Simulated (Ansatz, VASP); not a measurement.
# CaSe: VASP beside Ansatz

```
CELL_PARAMETERS angstrom
0.00000 2.89565 2.89565
2.89565 0.00000 2.89565
2.89565 2.89565 0.00000
ATOMIC_POSITIONS crystal
Ca 0.00000 0.00000 0.00000
Se 0.50000 0.50000 0.50000
```

Alike in both runs: functional LDA; k mesh 8 × 8 × 8; occupations gaussian, width 0.02 eV; no spin polarisation.

Ansatz relaxed the structure, and its values are those at the end. VASP's run is a single point on that final structure, the one shown.

|  | VASP | Ansatz |
| --- | --- | --- |
| version | VASP 6.6.1 | Ansatz 0.2.0 |
| potentials or method | VASP PAW LDA potentials, release 64 (Ca_sv, Se) | scalar-relativistic, plane waves, PAW |
| plane-wave cutoff (eV) | 520 | 420 |
| valence electrons in the cell | 16 | 26 |

|  | VASP | Ansatz | Ansatz less VASP |
| --- | --- | --- | --- |
| gap on the k mesh at the Fermi level (eV) | 1.70 | 1.72 | +0.019 |
| least direct gap on the mesh (eV) | 2.70 | 2.72 | +0.018 |
| pressure (GPa) | 0.3 | 0.0 | -0.29 |

The two sets of potentials don't hold the same shells in valence.

A k mesh can miss the band edges. Expect the measured gap to be larger: semilocal functionals such as LDA lack the derivative discontinuity.
